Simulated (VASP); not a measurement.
# AlAs (F-43m) in VASP: notebook, part 2 of 2

VASP 6.6.1.

## Step 3: Relaxation of cell and atoms, PBE

This run uses another cell than the first one, of 23.55 Å³/atom, 1.039 times its volume.

INCAR reads:

```
SYSTEM = AlAs
ALGO = Normal
EDIFF = 1E-7
EDIFFG = -0.005
ENCUT = 600
GGA = PE
IBRION = 2
ISIF = 3
ISMEAR = 0
LASPH = .True.
LCHARG = .False.
LREAL = .False.
LWAVE = .False.
NELM = 80
NSW = 90
PREC = Accurate
SIGMA = 0.03
```

KPOINTS reads:

```
k-points
0
Gamma
  10 10 10
  0 0 0
```

POSCAR reads:

```
AlAs                                    
1.0
   -0.0000000000      2.8663362662      2.8663362662
    2.8663362662      0.0000000000      2.8663362662
    2.8663362662      2.8663362662     -0.0000000000
  Al              As            
     1     1
Direct
     0.0000000000000000    0.0000000000000000    0.0000000000000000
     0.2500000000000000    0.2500000000000000    0.2500000000000000
```

Potentials or basis: VASP PAW PBE potentials, release 64 (Al, As).

Run with:

```
> cat potpaw_PBE.64/Al/POTCAR potpaw_PBE.64/As/POTCAR > POTCAR
> mpirun -np 1 vasp_std > vasp.out
```

OUTCAR:

```text
SYSTEM = AlAs
   EDIFF = 1E-7
   EDIFFG = -0.005
   ENCUT = 600
   GGA = PE
   IBRION = 2
   ISIF = 3
   ISMEAR = 0
   LASPH = .True.
   LREAL = .False.
   NELM = 80
   NSW = 90
   PREC = Accurate

 ion  position               nearest neighbor table
   1  0.000  0.000  0.000-   2 2.48   2 2.48   2 2.48   2 2.48
   2  0.250  0.250  0.250-   1 2.48   1 2.48   1 2.48   1 2.48

  LATTYP: Found a face centered cubic cell.
 ALAT       =     5.7326725324

  Lattice vectors:

 A1 = (   0.0000000000,   2.8663362662,   2.8663362662)
 A2 = (   2.8663362662,   0.0000000000,   2.8663362662)
 A3 = (   2.8663362662,   2.8663362662,   0.0000000000)

Analysis of symmetry for initial positions (statically):
=====================================================================
 Subroutine PRICEL returns:
 Original cell was already a primitive cell.

 Routine SETGRP: Setting up the symmetry group for a
 face centered cubic supercell.

 Subroutine GETGRP returns: Found 24 space group operations
 (whereof 24 operations were pure point group operations)
 out of a pool of 48 trial point group operations.

[... 170 lines left out ...]

 k-point     1 :       0.0000    0.0000    0.0000
  band No.  band energies     occupation
      1      -8.0848      2.00000
      2       3.5725      2.00000
      3       3.5725      2.00000
      4       3.5725      2.00000
      5       5.3358      0.00000
      6       7.7957      0.00000
      7       7.7957      0.00000
      8       7.7957      0.00000
[... 243 lines left out ...]
 k-point    24 :       0.4000    0.3000    0.0000
  band No.  band energies     occupation
      1      -6.7425      2.00000
      2      -0.8898      2.00000
      3       1.5342      2.00000
      4       1.8352      2.00000
      5       5.7688      0.00000
      6       6.8017      0.00000
      7      10.9276      0.00000
      8      11.3952      0.00000

 [... further k-points ...]

------------------------ aborting loop because EDIFF is reached ----------------------------------------

  FORCE on cell =-STRESS in cart. coord.  units (eV):
  Direction    XX          YY          ZZ          XY          YZ          ZX
  --------------------------------------------------------------------------------------
  -------------------------------------------------------------------------------------
  Total        0.0017060      0.0017060      0.0017060      0.0000000     -0.0000000      0.0000000
  in kB        0.0580323      0.0580323      0.0580323      0.0000000     -0.0000000      0.0000000
  external PRESSURE =       0.0580323 kB  Pullay stress =       0.0000000 kB

 VOLUME and BASIS-vectors are now :
 -----------------------------------------------------------------------------
  energy-cutoff  :      600.00
  volume of cell :       47.10
      direct lattice vectors                 reciprocal lattice vectors
     0.000000000  2.866336266  2.866336266    -0.174438710  0.174438710  0.174438710
     2.866336266  0.000000000  2.866336266     0.174438710 -0.174438710  0.174438710
     2.866336266  2.866336266  0.000000000     0.174438710  0.174438710 -0.174438710

 POSITION                                       TOTAL-FORCE (eV/Angst)
 -----------------------------------------------------------------------------------
      0.00000      0.00000      0.00000         0.000000      0.000000     -0.000000
      1.43317      1.43317      1.43317        -0.000000     -0.000000      0.000000
 -----------------------------------------------------------------------------------
    total drift:                               -0.000000     -0.000000     -0.000000

  FREE ENERGIE OF THE ION-ELECTRON SYSTEM (eV)
  ---------------------------------------------------
  free  energy   TOTEN  =        -9.3895486928 eV

  energy  without entropy=       -9.3895486928  energy(sigma->0) =       -9.38954869

 reached required accuracy - stopping structural energy minimisation
```

OSZICAR:

```text
N       E                     dE             d eps       ncg     rms          rms(c)
DAV:   1     0.161860450848E+02    0.16186E+02   -0.33400E+03   752   0.845E+02
DAV:   2    -0.888703589052E+01   -0.25073E+02   -0.24372E+02   976   0.947E+01
DAV:   3    -0.960034538513E+01   -0.71331E+00   -0.71331E+00   992   0.206E+01
DAV:   4    -0.960340734465E+01   -0.30620E-02   -0.30620E-02  1176   0.148E+00
DAV:   5    -0.960341610230E+01   -0.87576E-05   -0.87576E-05  1008   0.636E-02    0.311E+00
DAV:   6    -0.941895282221E+01    0.18446E+00   -0.40738E-01   840   0.287E+00    0.180E+00
DAV:   7    -0.938873133532E+01    0.30221E-01   -0.17255E-01   960   0.203E+00    0.673E-01
DAV:   8    -0.938924825860E+01   -0.51692E-03   -0.10484E-02   800   0.633E-01    0.112E-01
DAV:   9    -0.938939925036E+01   -0.15099E-03   -0.31481E-04  1136   0.139E-01    0.684E-02
DAV:  10    -0.938954669123E+01   -0.14744E-03   -0.21727E-04   832   0.103E-01    0.106E-02
DAV:  11    -0.938954814924E+01   -0.14580E-05   -0.28498E-05  1000   0.259E-02    0.401E-03
DAV:  12    -0.938954860271E+01   -0.45346E-06   -0.19835E-06   888   0.105E-02    0.142E-03
DAV:  13    -0.938954869283E+01   -0.90129E-07   -0.56019E-07   968   0.387E-03
   1 F= -.93895487E+01 E0= -.93895487E+01  d E =-.938955E+01
```

It took 16 s on 1 thread of AMD EPYC 7R13 (Zen 3), shared host; peak memory 0.15 GiB.

Results:

```
Free energy             : -9.3895 eV
Pressure after relaxing : 0.0 GPa
Band gap on the k mesh  : 1.50 eV, indirect (least direct gap 1.76 eV)
```

Final structure:
```xyz
2
Lattice="0.0000 2.8663 2.8663 2.8663 0.0000 2.8663 2.8663 2.8663 0.0000" Properties=species:S:1:pos:R:3 pbc="T T T"
Al    0.0000    0.0000    0.0000
As    1.4332    1.4332    1.4332
```

Levels at points of the mesh, in eV from the valence-band top:
| k point | band 1 | band 2 | band 3 | band 4 | band 5 | band 6 | band 7 | band 8 |
| --- | --- | --- | --- | --- | --- | --- | --- | --- |
| (0.00, 0.00, 0.00) | -11.66 | 0.00 | 0.00 | 0.00 | 1.76 | 4.22 | 4.22 | 4.22 |
| (0.50, 0.00, 0.00) | -10.32 | -5.41 | -0.80 | -0.80 | 2.00 | 4.65 | 4.65 | 7.68 |
| (0.50, 0.50, 0.00) | -9.81 | -5.30 | -2.09 | -2.09 | 1.50 | 2.29 | 10.04 | 10.04 |

Caveat: the relaxation stopped at its first step, so nothing moved. A k mesh can miss the band edges.

## Step 4: Relaxation of cell and atoms, LDA

INCAR reads:

```
  ALGO = Normal
  EDIFF = 1E-6
  EDIFFG = -0.01
  ENCUT = 600
  GGA = CA
  IBRION = 2
  ISIF = 3
  ISMEAR = 0
  LASPH = T
  LCHARG = F
  LREAL = F
  LWAVE = F
  NELM = 80
  NSW = 90
  PREC = Accurate
  SIGMA = 0.03
```

KPOINTS reads:

```
k-points
0
Gamma
  10 10 10
```

POSCAR reads:

```
AlAs
1.0
    0.0000000000      2.8304000000      2.8304000000
    2.8304000000      0.0000000000      2.8304000000
    2.8304000000      2.8304000000      0.0000000000
Al As
1 1
Direct
    0.0000000000      0.0000000000      0.0000000000
    0.2500000000      0.2500000000      0.2500000000
```

Potentials or basis: VASP PAW LDA potentials, release 64 (Al, As).

Run with:

```
> cat potpaw_LDA.64/Al/POTCAR potpaw_LDA.64/As/POTCAR > POTCAR
> mpirun -np 1 vasp_std > vasp.out
```

Wall time 14 s (1 thread of AMD EPYC 9R45 (Zen 5), shared host); peak memory 0.15 GiB.

Results (log left out):

* Free energy: -10.5158 eV
* Relaxed volume: 22.40 Å³/atom
* Relaxed cell: a = 3.987 Å, b = 3.987 Å, c = 3.987 Å, α = 60.00°, β = 60.00°, γ = 60.00°
* Space group after relaxing (to 0.05 Å): F-43m (No. 216)
* Energy gained by relaxing: 0.8 meV/atom
* Ionic steps: 3
* Pressure after relaxing: 0.0 GPa
* Band gap on the k mesh: 1.32 eV, indirect (least direct gap 1.98 eV)

Step by step:
| step | energy change (eV) | largest force (eV/Å) | pressure (GPa) | volume (Å³) |
| --- | --- | --- | --- | --- |
| 1 | 0.0000 | 0.0000 | -0.90 | 45.35 |
| 2 | -0.0011 | 0.0000 | 0.49 | 44.52 |
| 3 | -0.0016 | 0.0000 | 0.00 | 44.80 |

Final structure:
```
Al As
1.0
     0.00000    2.81890    2.81890
     2.81890    0.00000    2.81890
     2.81890    2.81890    0.00000
Al As
1 1
Cartesian
  0.0000 0.0000 0.0000
  1.4095 1.4095 1.4095
```

Levels at points of the mesh, in eV from the valence-band top:
```csv
k point,band 1,band 2,band 3,band 4,band 5,band 6,band 7,band 8
"(0.00, 0.00, 0.00)",-11.96,0.00,0.00,0.00,1.98,4.27,4.27,4.27
"(0.50, 0.00, 0.00)",-10.52,-5.65,-0.83,-0.83,2.07,4.65,4.65,7.61
"(0.50, 0.50, 0.00)",-9.96,-5.49,-2.20,-2.20,1.32,2.20,10.30,10.30
```

A k mesh can miss the band edges. Zero-point motion and thermal expansion aren't in these numbers.

## Step 5: Relaxation of cell and atoms, LDA

This run uses another cell than the first one, of 22.40 Å³/atom, 0.988 times its volume.

Edit INCAR of step 4 so:

```diff
@@ -1,4 +1,4 @@
   ALGO = Normal
-  EDIFF = 1E-6
-  EDIFFG = -0.01
+  EDIFF = 1E-7
+  EDIFFG = -0.005
   ENCUT = 600
```

KPOINTS is that of step 4.

POSCAR reads:

```
AlAs                                    
1.0
   -0.0000000000      2.8189046163      2.8189046163
    2.8189046163      0.0000000000      2.8189046163
    2.8189046163      2.8189046163      0.0000000000
  Al              As            
     1     1
Direct
     0.0000000000000000    0.0000000000000000    0.0000000000000000
     0.2500000000000000    0.2500000000000000    0.2500000000000000
```

Run with:

```
> cat potpaw_LDA.64/Al/POTCAR potpaw_LDA.64/As/POTCAR > POTCAR
> mpirun -np 1 vasp_std > vasp.out
```

Wall time 7.1 s (1 thread of AMD EPYC 9R45 (Zen 5), shared host); peak memory 0.13 GiB.

The run converged. Its results:

* Free energy: -10.5158 eV
* Pressure after relaxing: 0.0 GPa
* Band gap on the k mesh: 1.32 eV, indirect (least direct gap 1.98 eV)

Final structure:
```
Al As
1.0
     0.00000    2.81890    2.81890
     2.81890    0.00000    2.81890
     2.81890    2.81890    0.00000
Al As
1 1
Direct
  0.00000 0.00000 0.00000
  0.25000 0.25000 0.25000
```

Levels at points of the mesh, in eV from the valence-band top:
```csv
k point,band 1,band 2,band 3,band 4,band 5,band 6,band 7,band 8
"(0.00, 0.00, 0.00)",-11.96,0.00,0.00,0.00,1.98,4.27,4.27,4.27
"(0.50, 0.00, 0.00)",-10.52,-5.65,-0.83,-0.83,2.07,4.65,4.65,7.61
"(0.50, 0.50, 0.00)",-9.96,-5.49,-2.20,-2.20,1.32,2.20,10.30,10.30
```

Caveat: the relaxation stopped at its first step, so nothing moved.

## Step 6: Relaxation of cell and atoms, r2SCAN

INCAR reads:

```
SYSTEM = AlAs
ALGO = Normal
EDIFF = 1E-6
EDIFFG = -0.01
ENCUT = 600
IBRION = 2
ISIF = 3
ISMEAR = 0
LASPH = .TRUE.
LCHARG = .FALSE.
LMIXTAU = .TRUE.
LREAL = .FALSE.
LWAVE = .FALSE.
METAGGA = R2SCAN
NELM = 80
NSW = 90
PREC = Accurate
SIGMA = 0.03
```

KPOINTS reads:

```
k-points
0
G
  10 10 10
  0 0 0
```

POSCAR reads:

```
AlAs
1.0
    0.0000000000      2.8304000000      2.8304000000
    2.8304000000      0.0000000000      2.8304000000
    2.8304000000      2.8304000000      0.0000000000
Al As
1 1
Direct
    0.0000000000      0.0000000000      0.0000000000
    0.2500000000      0.2500000000      0.2500000000
```

Potentials or basis: VASP PAW PBE potentials, release 64 (Al, As).

Run with:

```
> cat potpaw_PBE.64/Al/POTCAR potpaw_PBE.64/As/POTCAR > POTCAR
> mpirun -np 1 vasp_std > vasp.out
```

Run time: 1.8 min. Hardware: 1 thread of Intel Xeon Platinum 8259CL at 2.50GHz (Skylake/Cascade Lake), shared host; peak memory 0.2 GiB.

Results (log left out):

```
Free energy                            : -22.6966 eV
Relaxed volume                         : 22.86 Å³/atom
Relaxed cell                           : a = 4.014 Å, b = 4.014 Å, c = 4.014 Å, α = 60.00°, β = 60.00°, γ = 60.00°
Space group after relaxing (to 0.05 Å) : F-43m (No. 216)
Energy gained by relaxing              : 0.4 meV/atom
Ionic steps                            : 3
Pressure after relaxing                : 0.0 GPa
Band gap on the k mesh                 : 1.80 eV, indirect (least direct gap 2.64 eV)
```

Step by step:
| step | energy change (eV) | largest force (eV/Å) | pressure (GPa) | volume (Å³) |
| --- | --- | --- | --- | --- |
| 1 | 0.0000 | 0.0000 | 0.69 | 45.35 |
| 2 | -0.0004 | 0.0000 | -0.43 | 45.99 |
| 3 | -0.0008 | 0.0000 | 0.04 | 45.72 |

Final structure:
```xyz
2
Lattice="0.0000 2.8381 2.8381 2.8381 0.0000 2.8381 2.8381 2.8381 0.0000" Properties=species:S:1:pos:R:3 pbc="T T T"
Al    0.0000    0.0000    0.0000
As    1.4190    1.4190    1.4190
```

Levels at points of the mesh, in eV from the valence-band top:
| k point | band 1 | band 2 | band 3 | band 4 | band 5 | band 6 | band 7 | band 8 |
| --- | --- | --- | --- | --- | --- | --- | --- | --- |
| (0.00, 0.00, 0.00) | -12.27 | 0.00 | 0.00 | 0.00 | 2.64 | 4.70 | 4.70 | 4.70 |
| (0.50, 0.00, 0.00) | -10.81 | -5.66 | -0.85 | -0.85 | 2.62 | 5.10 | 5.10 | 8.38 |
| (0.50, 0.50, 0.00) | -10.24 | -5.51 | -2.22 | -2.22 | 1.80 | 2.68 | 11.12 | 11.12 |

Caveat: the PAW data sets were made with another functional, which shifts forces and pressure a little. r2SCAN opens gaps a little over a GGA but as a rule still falls short of measured ones.

## Step 7: Relaxation of cell and atoms, r2SCAN

This run uses another cell than the first one, of 22.86 Å³/atom, 1.008 times its volume.

Edit INCAR of step 6 so:

```diff
@@ -2,4 +2,4 @@
 ALGO = Normal
-EDIFF = 1E-6
-EDIFFG = -0.01
+EDIFF = 1E-7
+EDIFFG = -0.005
 ENCUT = 600
```

KPOINTS is that of step 6.

POSCAR reads:

```
AlAs                                    
1.0
    0.0000000000      2.8380598522      2.8380598522
    2.8380598522     -0.0000000000      2.8380598522
    2.8380598522      2.8380598522      0.0000000000
  Al              As            
     1     1
Direct
     0.0000000000000000    0.0000000000000000    0.0000000000000000
     0.2500000000000000    0.2500000000000000    0.2500000000000000
```

Run with:

```
> cat potpaw_PBE.64/Al/POTCAR potpaw_PBE.64/As/POTCAR > POTCAR
> mpirun -np 1 vasp_std > vasp.out
```

Run time: 59 s. Hardware: 1 thread of Intel Xeon Platinum 8259CL at 2.50GHz (Skylake/Cascade Lake), shared host; peak memory 0.2 GiB.

Results (log left out):

- Free energy: -22.6966 eV
- Pressure after relaxing: 0.0 GPa
- Band gap on the k mesh: 1.80 eV, indirect (least direct gap 2.64 eV)

Final structure:
```yaml
crystal:
  lattice:
    - [0.00000, 2.83806, 2.83806]
    - [2.83806, 0.00000, 2.83806]
    - [2.83806, 2.83806, 0.00000]
  atoms:
    - { symbol: Al, position: [0.00000, 0.00000, 0.00000] }
    - { symbol: As, position: [0.25000, 0.25000, 0.25000] }
```

Levels at points of the mesh, in eV from the valence-band top:
```tsv
k point	band 1	band 2	band 3	band 4	band 5	band 6	band 7	band 8
(0.00, 0.00, 0.00)	-12.27	0.00	0.00	0.00	2.64	4.70	4.70	4.70
(0.50, 0.00, 0.00)	-10.81	-5.66	-0.84	-0.84	2.62	5.10	5.10	8.38
(0.50, 0.50, 0.00)	-10.24	-5.51	-2.22	-2.22	1.80	2.68	11.12	11.12
```

Caveat: the relaxation stopped at its first step, so nothing moved; the PAW data sets were made with another functional, which shifts forces and pressure a little. A k mesh can miss the band edges.

## Step 8: Summary

| level | potentials or basis | gap on the mesh (eV) | pressure (GPa) |
| --- | --- | --- | --- |
| PBE | VASP PAW PBE potentials, release 64 (Al, As) | 1.50 | 0.0 |
| LDA | VASP PAW LDA potentials, release 64 (Al, As) | 1.32 | 0.0 |
| r2SCAN | VASP PAW PBE potentials, release 64 (Al, As) | 1.80 | 0.0 |

Alike in all rows: task relaxation of cell and atoms; no spin polarisation; cell relaxed; k mesh 10 × 10 × 10; cutoff (eV) 600; smearing gaussian 0.03 eV.

Caveats: the relaxation stopped at its first step, so nothing moved; the PAW data sets were made with another functional, which shifts forces and pressure a little (some runs).

Total energies depend on the potentials used, so only differences within one code and one set of settings carry meaning.
